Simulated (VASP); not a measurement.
Crystal: CdSe.

```
Cd Se
1.0
     0.00000    3.07027    3.07027
     3.07027    0.00000    3.07027
     3.07027    3.07027    0.00000
Cd Se
1 1
Direct
  0.00000 0.00000 0.00000
  0.25000 0.25000 0.25000
```

Measurements of this composition are mostly on another form, of space group No. 186.

Base run:

- Program: VASP 6.6.1
- Functional: PBEsol
- Potentials or basis: VASP PAW PBE potentials, release 64 (Cd, Se)
- Cutoff: 520 eV
- k mesh: 8 × 8 × 8
- Occupations: gaussian, width 0.02 eV
- Spin: no spin polarisation

Its results: band gap on the k mesh 0.43 eV, direct; pressure -1.1 GPa.

Problem. The run is repeated on the same cell with these changes: functional from PBEsol to RPBE; occupations from gaussian, width 0.02 eV to gaussian, width 0.05 eV. What comes out?

Solution. Band gap on the k mesh 0.72 eV, direct; pressure 3.5 GPa.

Caveats: the PAW data sets were made with another functional, which shifts forces and pressure a little.

A k mesh can miss the band edges.

Not every run made on this cell is shown here.
